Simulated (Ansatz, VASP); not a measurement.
## Al: VASP beside Ansatz

Contents of INCAR:

```
SYSTEM = Al
PREC     = Accurate       ! precision mode
ENCUT    = 520            ! plane-wave cutoff, eV
EDIFF    = 1E-6           ! SCF threshold, eV
ISMEAR   = -1             ! smearing method
SIGMA    = 0.08           ! smearing width, eV
LREAL    = .False.        ! projectors in reciprocal space
LASPH    = .True.         ! aspherical terms in the spheres
NELM     = 80             ! most SCF steps
ALGO     = Normal         ! electronic algorithm
ISIF     = 2              ! what is computed and relaxed
LWAVE    = .False.        ! write WAVECAR
LCHARG   = .False.        ! write CHGCAR
GGA      = PS             ! functional
NBANDS   = 8              ! bands
```

KPOINTS

```
Automatic mesh
0
Gamma
  18 18 18
  0 0 0
```

The input POSCAR:

```
Al
1.0
    0.0000000000      1.9668070754      1.9668070754
    1.9668070754      0.0000000000      1.9668070754
    1.9668070754      1.9668070754      0.0000000000
Al
1
Direct
    0.0000000000      0.0000000000      0.0000000000
```

Input for Ansatz:

```yaml
crystal:
  lattice:
    - [0.0, 1.9668070754, 1.9668070754]
    - [1.9668070754, 0.0, 1.9668070754]
    - [1.9668070754, 1.9668070754, 0.0]
  atoms:
    - { symbol: Al, position: [0.0, 0.0, 0.0] }
kpoints:
  mp_grid: { grid: [18, 18, 18] }
scf:
  occupations: { method: fermi_dirac, width: 0.08 }
hamiltonian:
  xc: pbesol
  pseudopotentials: { kind: all_electron, lapw: { basis_error: 0.001 } }
output:
  forces: true
  stress: true
  eigenvalues: true
  populations: true
```

Change from the starting cell: volume scaled by 0.94, LAPW.

Alike in both runs: task single point; functional PBEsol; k mesh 18 × 18 × 18; occupations fermi-dirac, width 0.08 eV; no spin polarisation.

```csv
,VASP,Ansatz
version,VASP 6.6.1,Ansatz 0.2.0
potentials or method,"VASP PAW PBE potentials, release 64 (Al)","all-electron LAPW, scalar-relativistic"
plane-wave cutoff (eV),520,see its input
```

```csv
,VASP,Ansatz,Ansatz less VASP
pressure (GPa),5.9,5.8,-0.11
```

Ansatz ran all-electron here, so the differences hold the error of VASP's frozen core and of both bases.

Caveats: the PAW data sets were made with another functional, which shifts forces and pressure a little (VASP).
